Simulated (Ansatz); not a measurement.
## Ta₂H under pressure: fit and missing row

Ta₂H, C222, a = 3.375 Å, b = 4.731 Å, c = 4.758 Å. The structure is a Materials Project entry; whether it is the stable form wasn't checked. Ansatz: PBEsol, PAW, 420 eV, Γ-centred 16×16×10 mesh on 3 atoms, Gaussian smearing 0.10 eV; no spin polarisation. Cell and atoms are relaxed at each pressure, and no other structure is tried, so the rows at high pressure may lie past a change of phase.

```
V (Å³/atom) P (GPa)
          ?    20.01
     12.135    10.00
     12.385     5.00
     12.547     2.01
     12.664    -0.01
     12.782    -2.00
```

Q: Take V0 = 12.664 Å³/atom, count pressures from its P0 = -0.01 GPa, fit the third-order Birch–Murnaghan form to the other rows, and predict the missing volume.

A: With the Eulerian strain f = ½[(V0/V)^(2/3) − 1] and y = (P − P0)/[3f(1 + 2f)^(5/2)], the form is the line y = B0 + 1.5 B0 (B0′ − 4) f. Rows (f, y): 0.01443, 215.4; 0.00748, 215.1; 0.00310, 213.9; -0.00308, 218.7. Means f = 0.005482, y = 215.77; Σ(Δf)² = 0.0001630, ΣΔfΔy = -0.02528; the slope is their ratio. y = 216.6 − 155.1 f GPa, so B0 = 216.6 GPa and B0′ = 4 + 2 × (-155.1)/(3 × 216.6) = 3.52. P = 20.01 GPa is met at f = 0.02749 (y = 212.34), so V = V0 (1 + 2f)^(−3/2) = 11.687 Å³/atom. The run gave 11.698 Å³/atom, so the fit is 0.011 Å³/atom too low, 1 % of the span of the series, against an rms of 0.001 Å³/atom on the fitted rows. The row lies outside the fitted range. A fourth-order term fitted to the same rows gives P = 21.13 GPa at this row's volume (the line 19.74, the run 20.01), no gain. With a term in f² added B0′ becomes 2.26, so this figure hangs on the form.

Spin–orbit coupling is left out, which can shift energies with elements as heavy as these.